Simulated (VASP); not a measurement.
Write the native input for VASP 6.6.1 that does the following.

- Task: single point
- Functional: PBEsol
- Potentials or basis: VASP PAW PBE potentials, release 64 (Zr_sv, S)
- Cutoff: 520 eV
- k mesh: 9 × 9 × 9
- Occupations: gaussian, width 0.05 eV
- Spin: no spin polarisation
- Further INCAR settings: ALGO = Normal; EDIFF = 1e-06; NBANDS = 16

The structure of ZrS lies in POSCAR:

```
ZrS
1.0
    0.0000000000      2.6250000000      2.6250000000
    2.6250000000      0.0000000000      2.6250000000
    2.6250000000      2.6250000000      0.0000000000
Zr S
1 1
Direct
    0.0000000000      0.0000000000      0.0000000000
    0.5000000000      0.5000000000      0.5000000000
```

The input as run:

INCAR

```
  PREC = Accurate
  ENCUT = 520
  EDIFF = 1E-6
  ISMEAR = 0
  SIGMA = 0.05
  LREAL = F
  LASPH = T
  NELM = 80
  ALGO = Normal
  ISIF = 2
  LWAVE = F
  LCHARG = T
  GGA = PS
  LELF = T
  LVHAR = T
  NBANDS = 16
```

KPOINTS

```
Automatic mesh
0
Gamma
  9 9 9
```

Potentials or basis: VASP PAW PBE potentials, release 64 (Zr_sv, S).

Run with:

```bash
$ cat potpaw_PBE.64/Zr_sv/POTCAR potpaw_PBE.64/S/POTCAR > POTCAR
$ mpirun -np 1 vasp_std > vasp.out
```

It gave:

```
Pressure               : -6.3 GPa
Band gap on the k mesh : none (metal or under the smearing width)
```

Caveat: the PAW data sets were made with another functional, which shifts forces and pressure a little.

Wall time 36 s on 1 thread of AMD EPYC 7R43 64-Core Processor (Zen 3) (shared host), peak memory 0.13 GiB.
